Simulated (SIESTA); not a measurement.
C under changes of volume

One of the cells (10.908 Å³/atom); the others are scaled copies at fixed shape and fractional positions:

```
CELL_PARAMETERS angstrom
1.23319 0.71198 8.28262
-1.23319 0.71198 8.28262
0.00000 -1.42396 8.28262
ATOMIC_POSITIONS crystal
C 0.08717 0.08717 0.08717
C 0.75385 0.75385 0.75385
C 0.24615 0.24615 0.24615
C 0.91283 0.91283 0.91283
```

This isn't the form of C at room conditions, which is graphite.

```yaml
Program: SIESTA 5.4.2
Functional: OLYP
Potentials_or_basis: Ansatz (PBE files)
Basis: TZP (energy shift 0.01 Ry)
Grid_cutoff: 500 Ry
Energy_shift: 0.01 Ry
k_mesh: 12 × 12 × 12
Occupations: fermi-dirac, width 0.05 eV
Spin: no spin polarisation
```

```csv
volume (Å³/atom),energy over the lowest point (meV/atom),pressure (GPa),gap on the mesh (eV),largest force (eV/Å)
10.254,36.56,18.2,0.18,0.021
10.472,14.44,12.5,0.18,0.038
10.690,4.42,3.8,0.17,0.038
10.908,0.88,2.3,0.16,0.025
11.126,0.00,-1.6,0.16,0.009
11.345,6.00,-6.9,0.15,0.015
11.563,?,?,?,?
```

What does the run at 11.563 Å³/atom give?

Energy over the lowest point 18.21 meV/atom; pressure -11.0 GPa; gap on the mesh 0.15 eV; largest force 0.036 eV/Å.

The energies don't lie on one smooth curve, so no fit is given. The run at 10.254 Å³/atom lies farthest off, from a change of basis, grid or state.

Energies are extrapolated to zero smearing.

Caveats: the potentials were made for another functional, which shifts forces and pressure; the basis of atomic orbitals isn't converged, which shifts pressures, moduli and gaps.

A mesh can miss the band edges.
